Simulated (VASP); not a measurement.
BN:

```
N B
1.0
     1.25112    0.72234    3.37293
    -1.25112    0.72234    3.37293
     0.00000   -1.44467    3.37293
N B
1 1
Direct
  0.66724 0.66724 0.66724
  0.00033 0.00033 0.00033
```

The cell is a database's computed one.

* Program: VASP 6.6.1
* Task: relaxation of cell and atoms
* Functional: PBE
* Potentials or basis: VASP PAW PBE potentials, release 64 (N_GW, B_GW)
* Cutoff: 680 eV
* k mesh: 12 × 12 × 12
* Occupations: fermi-dirac, width 0.05 eV
* Spin: no spin polarisation

At the start: pressure 3.1 GPa; volume 9.14 Å³/atom.

Q: How do energy, volume and symmetry change on relaxing?

A: Over 12 steps the energy falls by 9.3 meV/atom and the volume is 10.95 Å³/atom (+19.7 %); space group R3m (No. 160, to 0.05 Å).

Step by step:
| step | energy change (eV) | largest force (eV/Å) | pressure (GPa) | volume (Å³) |
| --- | --- | --- | --- | --- |
| 1 | 0.0000 | 0.0035 | 3.08 | 18.29 |
| 2 | 0.0018 | 0.0002 | -3.56 | 18.76 |
| 3 | -0.0019 | 0.0019 | 0.26 | 18.48 |
| 4 | -0.0035 | 0.0013 | 0.22 | 18.60 |
| 5 | -0.0074 | 0.0020 | 0.16 | 18.96 |
| 6 | -0.0130 | 0.0120 | 0.13 | 19.67 |
| 7 | -0.0181 | 0.0430 | 0.08 | 21.09 |
| 8 | -0.0186 | 0.0565 | 0.12 | 21.62 |
| 9 | -0.0185 | 0.0627 | 0.08 | 21.86 |
| 10 | -0.0115 | 0.4081 | -1.62 | 22.23 |
| 11 | -0.0186 | 0.0034 | -0.15 | 21.90 |
| 12 | -0.0186 | 0.0074 | -0.14 | 21.90 |

Final structure:
```yaml
crystal:
  lattice:
    - [1.25555, 0.72489, 4.01054]
    - [-1.25555, 0.72489, 4.01054]
    - [0.00000, -1.44978, 4.01054]
  atoms:
    - { symbol: N, position: [0.66710, 0.66710, 0.66710] }
    - { symbol: B, position: [0.00046, 0.00046, 0.00046] }
```

Caveat: the volume moved by over 15 % at a fixed basis, so the end points are rough.
